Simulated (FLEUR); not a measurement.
# HfO2 (Fm-3m) in FLEUR: band structure with PBEsol

Aim: the band structure of HfO2 with PBEsol.

Everything below comes from runs of FLEUR MaX-R8.1 (later development tree). Logs are shortened: lines on timing, memory, paths and dates and some standing lists are left out, and cuts for length are marked.

### Step 1. The structure

The structure is cubic, space group Fm-3m (No. 225). The conventional cell has a = 5.115 Å, b = 5.115 Å, c = 5.115 Å, α = 90.00°, β = 90.00°, γ = 90.00°. Around Hf (site symmetry m-3m) lie 8 O at 2.21 Å. O (site symmetry -43m) has 4 Hf at 2.21 Å as nearest neighbours.

Measurements of this composition are mostly on another form, of space group No. 14.

### Step 2. Band structure, PBEsol

File inp.xml:

```xml
<?xml version="1.0" encoding="UTF-8" standalone="no"?>
<fleurInput fleurInputVersion="0.39">
   <comment>
      HfO2                                                                                                
   </comment>
   <calculationSetup>
      <cutoffs Kmax="4.86" Gmax="15.1" GmaxXC="15.1" numbands="0"/>
      <scfLoop itmax="60" minDistance="0.00001" maxIterBroyd="15" imix="Anderson" alpha="0.05" precondParam="0.0" spinf="2.0" sdNocoIR="T"/>
      <coreElectrons ctail="T" frcor="F" kcrel="0" coretail_lmax="0"/>
      <xcFunctional name="PBEs" relativisticCorrections="F"/>
      <magnetism jspins="1"/>
      <soc l_soc="F" theta="0.0" phi="0.0" spav="F"/>
      <expertModes spex="0" secvar="F"/>
      <geometryOptimization l_f="F" forcealpha="1.0" forcemix="BFGS" epsdisp="0.00001" epsforce="0.00001"/>
      <ldaU l_linMix="F" mixParam="0.05" spinf="1.0"/>
   </calculationSetup>
   <cell>
      <bzIntegration valenceElectrons="38.0" mode="hist" fermiSmearingEnergy="0.00183747">
         <kPointListSelection listName="default-1"/>
         <!-- k-points included here -->
         <xi:include xmlns:xi="http://www.w3.org/2001/XInclude" href="kpts.xml"> </xi:include>
      </bzIntegration>
      <!-- symmetry operations included here -->
      <xi:include xmlns:xi="http://www.w3.org/2001/XInclude" href="sym.xml"> </xi:include>
      <bulkLattice scale="1.0">
         <bravaisMatrix>
            <row-1>    0.0000000000000000     4.8329745636645001     4.8329745636645001</row-1>
[... 31 lines left out ...]
         <lo type="SCLO" l="0" n="2" eDeriv="2"/>
         <lo type="SCLO" l="1" n="2" eDeriv="2"/>
         <lo type="SCLO" l="2" n="3" eDeriv="2"/>
      </species>
   </atomSpecies>
   <atomGroups>
      <atomGroup species="Hafnium (Hf)">
         <relPos label="                   1">.0000000000 .0000000000 .0000000000</relPos>
         <force calculate="T" relaxXYZ="TTT"/>
      </atomGroup>
      <atomGroup species="Oxygen (O)">
         <relPos label="                   2">-1.000/4.000 -1.000/4.000 -1.000/4.000</relPos>
         <relPos label="                   3">1.000/4.000 1.000/4.000 1.000/4.000</relPos>
         <force calculate="T" relaxXYZ="TTT"/>
      </atomGroup>
   </atomGroups>
   <output dos="F" band="F" slice="F">
      <checks vchk="F" cdinf="F"/>
      <bandDOS minEnergy="-.5*Htr" maxEnergy="0.5*Htr" sigma="0.015" storeEVData="T"/>
      <vacuumDOS vacdos="F" integ="F" star="F" nstars="0" locx1="0.0" locy1="0.0" locx2="0.0" locy2="0.0" nstm="0" tworkf="0.0"/>
      <unfoldingBand unfoldBand="F" supercellX="1" supercellY="1" supercellZ="1"/>
      <plotting iplot="0" polar="F">
         <plot TwoD="T" vec1="  1.0  0.0  0.0" vec2="  0.0  1.0  0.0" vec3="  0.0  0.0  1.0" zero="  0.0  0.0  0.0" file="plot"/>
      </plotting>
      <chargeDensitySlicing numkpt="0" minEigenval="0.0" maxEigenval="0.0" nnne="0" pallst="F"/>
      <specialOutput eonly="F"/>
      <moessbauerParams electricFieldGradient="T" isomerShift="T" coreHyperfine="T" valenceHyperfine="T"/>
      <magneticCircularDichroism mcd="F" energyLo="-10.0" energyUp="0.0"/>
   </output>
  <!-- We include the file relax.xml here to enable relaxations (see documentation) -->
  <xi:include xmlns:xi="http://www.w3.org/2001/XInclude" href="relax.xml"> <xi:fallback/> </xi:include>
</fleurInput>
```

File crystal.txt:

```
HfO2
&input cartesian=F /
0.0000000000  2.5575000000  2.5575000000
2.5575000000  0.0000000000  2.5575000000
2.5575000000  2.5575000000  0.0000000000
1.8897261246
1.0 1.0 1.0

3
72 0.0000000000  0.0000000000  0.0000000000
8 0.7500000000  0.7500000000  0.7500000000
8 0.2500000000  0.2500000000  0.2500000000

&kpt div1=9 div2=9 div3=9 gamma=T /
```

File inp.xml (bands):

```
<?xml version="1.0" encoding="UTF-8" standalone="no"?>
<fleurInput fleurInputVersion="0.39">
   <comment>
      HfO2                                                                                                
   </comment>
   <calculationSetup>
      <cutoffs Kmax="4.86" Gmax="15.1" GmaxXC="15.1" numbands="0"/>
      <scfLoop itmax="60" minDistance="0.00001" maxIterBroyd="15" imix="Anderson" alpha="0.05" precondParam="0.0" spinf="2.0" sdNocoIR="T"/>
      <coreElectrons ctail="T" frcor="F" kcrel="0" coretail_lmax="0"/>
      <xcFunctional name="PBEs" relativisticCorrections="F"/>
      <magnetism jspins="1"/>
      <soc l_soc="F" theta="0.0" phi="0.0" spav="F"/>
      <expertModes spex="0" secvar="F"/>
      <geometryOptimization l_f="F" forcealpha="1.0" forcemix="BFGS" epsdisp="0.00001" epsforce="0.00001"/>
      <ldaU l_linMix="F" mixParam="0.05" spinf="1.0"/>
   </calculationSetup>
   <cell>
      <bzIntegration valenceElectrons="38.0" mode="hist" fermiSmearingEnergy="0.00183747">
         <kPointListSelection listName="path-1"/>
         <!-- k-points included here -->
         <xi:include xmlns:xi="http://www.w3.org/2001/XInclude" href="kpts.xml"> </xi:include>
      </bzIntegration>
      <!-- symmetry operations included here -->
      <xi:include xmlns:xi="http://www.w3.org/2001/XInclude" href="sym.xml"> </xi:include>
      <bulkLattice scale="1.0">
         <bravaisMatrix>
[... 30 lines left out ...]
         </electronConfig>
         <energyParameters s="2" p="2" d="3" f="4"/>
         <lo type="SCLO" l="0" n="2" eDeriv="2"/>
         <lo type="SCLO" l="1" n="2" eDeriv="2"/>
         <lo type="SCLO" l="2" n="3" eDeriv="2"/>
      </species>
   </atomSpecies>
   <atomGroups>
      <atomGroup species="Hafnium (Hf)">
         <relPos label="                   1">.0000000000 .0000000000 .0000000000</relPos>
         <force calculate="T" relaxXYZ="TTT"/>
      </atomGroup>
      <atomGroup species="Oxygen (O)">
         <relPos label="                   2">-1.000/4.000 -1.000/4.000 -1.000/4.000</relPos>
         <relPos label="                   3">1.000/4.000 1.000/4.000 1.000/4.000</relPos>
         <force calculate="T" relaxXYZ="TTT"/>
      </atomGroup>
   </atomGroups>
   <output dos="F" band="T" slice="F">
      <checks vchk="F" cdinf="F"/>
      <bandDOS minEnergy="-.5*Htr" maxEnergy="0.5*Htr" sigma="0.015" storeEVData="T"/>
      <vacuumDOS vacdos="F" integ="F" star="F" nstars="0" locx1="0.0" locy1="0.0" locx2="0.0" locy2="0.0" nstm="0" tworkf="0.0"/>
      <unfoldingBand unfoldBand="F" supercellX="1" supercellY="1" supercellZ="1"/>
      <plotting iplot="0" polar="F">
         <plot TwoD="T" vec1="  1.0  0.0  0.0" vec2="  0.0  1.0  0.0" vec3="  0.0  0.0  1.0" zero="  0.0  0.0  0.0" file="plot"/>
      </plotting>
      <chargeDensitySlicing numkpt="0" minEigenval="0.0" maxEigenval="0.0" nnne="0" pallst="F"/>
      <specialOutput eonly="F"/>
      <moessbauerParams electricFieldGradient="T" isomerShift="T" coreHyperfine="T" valenceHyperfine="T"/>
      <magneticCircularDichroism mcd="F" energyLo="-10.0" energyUp="0.0"/>
   </output>
  <!-- We include the file relax.xml here to enable relaxations (see documentation) -->
  <xi:include xmlns:xi="http://www.w3.org/2001/XInclude" href="relax.xml"> <xi:fallback/> </xi:include>
</fleurInput>
```

Potentials or basis: all-electron, FLAPW.

On the command line:

```
$ inpgen -f crystal.txt -profile fastHighL
$ # inp.xml edited to the form shown
$ mpirun -n 4 fleur_MPI -pe_per_kpt 1
$ mpirun -n 4 fleur_MPI -pe_per_kpt 1   # second run, on inp.xml (bands)
```

Output:

```text
Welcome to FLEUR        (www.flapw.de)
      MaX-Release 8.1          (www.max-centre.eu)

 ========== k-point set info ==========
 Selected k-point list: default-1
 k-point list type: mesh
 9 x 9 x 9
 Number of k points: 35

 ------------Calculation Setup---------------------------
 Number of MPI-tasks      :            4
 Number of PE/node        :            4
 Number of OMP-threads    :            1
 Using exactly            1  PE per kpt
 k-points in parallel     :            4
 pe's per k-point         :            1
 Using exactly            1  PE per kpt
 No of k-point loops      :            8
 Info/Warning             : your k-point parallelism is not fully load-balanced
 Using exactly            1  PE per kpt
 Using exactly            1  PE per kpt
 Eigenvalue solver        :       lapack
 Number of basis functions:          532
 Approximate size of matrices (H+S) per k-point:         0.004 GB
 --------------------------------------------------------
 Iteration:     1   Distance:      31.00476993 me/bohr^3
 Iteration:     2   Distance:      26.36165056 me/bohr^3
 Iteration:     3   Distance:       9.31684774 me/bohr^3
 Iteration:     4   Distance:       9.02189299 me/bohr^3
 Iteration:     5   Distance:       4.50189180 me/bohr^3
 Iteration:     6   Distance:       1.42203161 me/bohr^3
 Iteration:     7   Distance:       0.89531683 me/bohr^3
 Iteration:     8   Distance:       0.12641910 me/bohr^3
 Iteration:     9   Distance:       0.10729010 me/bohr^3
 Iteration:    10   Distance:       0.02305019 me/bohr^3
 Iteration:    11   Distance:       0.01343512 me/bohr^3
 Iteration:    12   Distance:       0.00375858 me/bohr^3
 Iteration:    13   Distance:       0.00049428 me/bohr^3
 Iteration:    14   Distance:       0.00011679 me/bohr^3
 Iteration:    15   Distance:       0.00001188 me/bohr^3
 Iteration:    16   Distance:       0.00001084 me/bohr^3
 Iteration:    17   Distance:       0.00000422 me/bohr^3

 ********************************************************************
 Run finished successfully
 Stop message:
   all done
 ********************************************************************
```

Run time: 29 s. Hardware: 4 MPI ranks of Intel Xeon Platinum 8259CL at 2.50GHz (Skylake/Cascade Lake), shared host.

Results:

- Free energy: -414798.1114 eV
- Band gap on the k mesh: 3.69 eV, indirect (least direct gap 3.81 eV)
- Band gap along the path: 3.58 eV, direct
- Valence electrons inside the program's atomic spheres: Hf 23.26; O 4.82 (radii Hf 2.39, O 1.48 bohr)

Levels at the corners of the path, in eV from the valence-band top:
```csv
point,band 15,band 16,band 17,band 18,band 19,band 20,band 21,band 22,band 23,band 24
Γ,-5.29,-5.29,-0.61,-0.61,-0.61,3.72,3.72,5.39,10.10,10.10
X,-3.45,-3.45,-1.56,-1.56,0.00,3.58,5.30,6.36,7.91,7.91
W,-5.05,-2.56,-2.56,-1.42,-0.20,4.62,4.95,6.81,6.81,8.05
K,-4.01,-3.34,-2.24,-1.35,-0.33,4.12,5.23,6.64,7.28,8.18
Γ,-5.29,-5.29,-0.61,-0.61,-0.61,3.72,3.72,5.39,10.10,10.10
L,-4.27,-3.10,-2.71,-1.83,-1.83,4.43,4.43,6.72,8.71,9.09
U,-4.01,-3.34,-2.24,-1.35,-0.33,4.12,5.23,6.64,7.28,8.18
W,-5.05,-2.56,-2.56,-1.42,-0.20,4.62,4.95,6.81,6.81,8.05
L,-4.27,-3.10,-2.71,-1.83,-1.83,4.43,4.43,6.72,8.71,9.09
K,-4.01,-3.34,-2.24,-1.35,-0.33,4.12,5.23,6.64,7.28,8.18
U,-4.01,-3.34,-2.24,-1.35,-0.33,4.12,5.23,6.64,7.28,8.18
X,-3.45,-3.45,-1.56,-1.56,0.00,3.58,5.30,6.36,7.91,7.91
```

Core levels (eV from the Fermi level):
```
atom                                                                                                                                                                                                          levels
1 Hf  1s1/2 -65171.3, 2s1/2 -11134.0, 2p1/2 -10633.7, 2p3/2 -9442.4, 3s1/2 -2532.1, 3p1/2 -2310.4, 3p3/2 -2055.1, 4s1/2 -505.1, 3d3/2 -1679.8, 3d5/2 -1624.1, 4p1/2 -414.3, 4p3/2 -355.8, 4d3/2 -206.7, 4d5/2 -196.0
 2 O                                                                                                                                                                                                    1s1/2 -502.3
 3 O                                                                                                                                                                                                    1s1/2 -502.3
```

Caveat: spin-orbit coupling is left out, which moves the levels of the heavy elements; the mesh misses the band edges, which the band path finds closer together. Expect the measured gap to be larger: semilocal functionals such as PBEsol lack the derivative discontinuity.
